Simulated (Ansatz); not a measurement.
A run of Ansatz 0.2.0 is set up as follows.

input.yaml

```yaml
crystal:
  lattice:
    - [-0.01742837, 1.81563267, 1.81065737]
    - [1.83100899, -0.01704057, 1.81026957]
    - [1.85589832, 1.84013421, -0.04192991]
  atoms:
    - { symbol: Cr, position: [0.0, 0.0, 0.0] }
hamiltonian:
  xc: pbe
  pseudopotentials: { kind: paw }
kpoints:
  mp_grid: { grid: [12, 12, 12] }
scf:
  occupations: { method: fermi_dirac, width: 0.05 }
output:
  forces: true
  stress: true
  eigenvalues: true
```

Potentials or basis: Ansatz PAW.

Launch:

```sh
$ ansatz run input.yaml --threads 2 --pin off --max-ram 5632MiB --backend cpu --events-out ev --progress --plain --runs-dir out
```

Problem. What does it give for the band gap on the k mesh?

Solution. None (metal or under the smearing width).

Problem. What does it give for the pressure?

Solution. -10.2 GPa.

Stress tensor (GPa, compression positive):
```
 -8.61   0.04  -2.03
  0.04 -10.50  -2.09
 -2.03  -2.09 -11.37
```

Caveat: the run has no spin polarisation, though such a crystal can be magnetic. Spin polarisation is off, so any magnetic state and its effect on volume and gap are missing.
